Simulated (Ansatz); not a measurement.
# Si: the cost of one run

Program: Ansatz 0.2 early development. Level of theory: run time, single point, PBE, PAW. These are calculated values, not measurements.

## Step 1: The starting structure

Symmetry: P1, No. 1, triclinic system. Conventional cell: a = 5.431 Å, b = 5.431 Å, c = 5.431 Å, α = 90.00°, β = 90.00°, γ = 90.00°. Si (site symmetry 1) has 4 Si at 2.35 to 2.38 Å as nearest neighbours. Si (site symmetry 1) has 4 Si at 2.29 to 2.38 Å as nearest neighbours. Around Si (site symmetry 1) lie 4 Si at 2.28 to 2.43 Å. Around Si (site symmetry 1) lie 4 Si at 2.32 to 2.38 Å. Around Si (site symmetry 1) lie 4 Si at 2.29 to 2.43 Å. Si (site symmetry 1) has 4 Si at 2.28 to 2.38 Å as nearest neighbours. Si (site symmetry 1) has 4 Si at 2.35 to 2.40 Å as nearest neighbours.

Cell or atoms stand a little off a more symmetric structure (Fd-3m at a tolerance of 0.3 Å), so results at this geometry aren't those of that ideal crystal.

Structure file:

```
Si
1.0
     5.43100    0.00000    0.00000
     0.00000    5.43100    0.00000
     0.00000    0.00000    5.43100
Si
8
Direct
  0.00990 0.99984 0.00007
  0.99990 0.49005 0.49986
  0.50019 0.00007 0.51492
  0.49983 0.50013 0.00016
  0.24993 0.25984 0.25019
  0.25016 0.74999 0.73984
  0.76010 0.25019 0.74992
  0.74995 0.75015 0.25010
```

## Step 2: The run

File input.yaml:

```yaml
crystal:
  lattice:
    - [5.431, 0.0, 0.0]
    - [0.0, 5.431, 0.0]
    - [0.0, 0.0, 5.431]
  atoms:
    - { symbol: Si, position: [0.009896, -0.000161, 6.6e-05] }
    - { symbol: Si, position: [-0.000103, 0.49005, 0.499861] }
    - { symbol: Si, position: [0.500192, "7e-05", 0.514918] }
    - { symbol: Si, position: [0.499825, 0.500135, 0.000159] }
    - { symbol: Si, position: [0.249935, 0.259843, 0.250191] }
    - { symbol: Si, position: [0.250158, 0.749985, 0.739844] }
    - { symbol: Si, position: [0.760101, 0.250188, 0.749921] }
    - { symbol: Si, position: [0.749948, 0.750148, 0.2501] }
basis:
  precision: f64
  xc_grid: 1
kpoints:
  mp_grid: { grid: [1, 1, 1] }
hamiltonian:
  xc: pbe
  dispersion: none
  pseudopotentials: { kind: paw }
scf:
  n_bands: 20
  max_iter: 60
  eigensolver:
    mixed_precision: false
    kind:
      support_functions: { accuracy: low, density_matrix: { truncated: {} } }
  occupations: { method: fixed }
  convergence: { dr2_threshold: "1.000e-11 eV" }
output:
  forces: true
```

Launch:

```console
$ ansatz run input --backend cuda --devices 0, --threads 11 --events-out ev
```

What time and memory should one allow on 1 × NVIDIA GB300 Max-Q with 11 threads of Arm Neoverse V2 (Grace), shared host?

About 5 s, with a peak of 1.2 GiB on the host and 0.24 GiB on a GPU.
